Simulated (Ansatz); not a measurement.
# Te (bcc type): the cost of one run

Method: DFT, PBE, all-electron LAPW, scalar-relativistic, in Ansatz 0.2.0.

**1. Starting point**

The structure is cubic, space group Im-3m (No. 229). The conventional cell has a = 2.892 Å, b = 2.892 Å, c = 2.892 Å, α = 90.00°, β = 90.00°, γ = 90.00°. Te (site symmetry m-3m) has 8 Te at 2.50 Å as nearest neighbours.

Structure file:

```cif
data_structure
_symmetry_space_group_name_H-M 'Im-3m'
_symmetry_Int_Tables_number 229
_cell_length_a 2.8923
_cell_length_b 2.8923
_cell_length_c 2.8923
_cell_angle_alpha 90.000
_cell_angle_beta 90.000
_cell_angle_gamma 90.000
_cell_volume 24.20
loop_
_atom_site_label
_atom_site_type_symbol
_atom_site_symmetry_multiplicity
_atom_site_Wyckoff_symbol
_atom_site_fract_x
_atom_site_fract_y
_atom_site_fract_z
_atom_site_occupancy
Te1 Te 2 a 0.00000 0.00000 0.00000 1
```

The file gives the conventional cell by its symmetry; the runs use the cell typed in the input.

**2. Bcc relaxed under pressure, LAPW**

The input, input.yaml:

```yaml
crystal:
  lattice:
    - [-1.4461617672, 1.4461617672, 1.4461617672]
    - [1.4461617672, -1.4461617672, 1.4461617672]
    - [1.4461617672, 1.4461617672, -1.4461617672]
  atoms:
    - { symbol: Te, position: [0.0, 0.0, 0.0] }
kpoints:
  mp_grid: { grid: [18, 18, 18] }
scf:
  occupations: { method: fermi_dirac, width: 0.08 }
hamiltonian:
  xc: pbe
  pseudopotentials: { kind: all_electron, lapw: { basis_error: 0.0005 } }
output:
  forces: true
  stress: true
  eigenvalues: true
relax:
  f_tol: 0.005
  max_steps: 12
  cell: { p_target: 340.0, stress_tol: 0.17 }
```

The run is started by

```bash
> ansatz run input.yaml --threads 1 --pin off --max-ram 3584MiB --backend cpu --events-out ev --progress --plain --runs-dir out
```

**Question.** How long does this run take on 1 thread of AMD EPYC 7R43 (Zen 3), shared host, and how much memory does it need?

About 28 s, with a peak of 0.45 GiB.
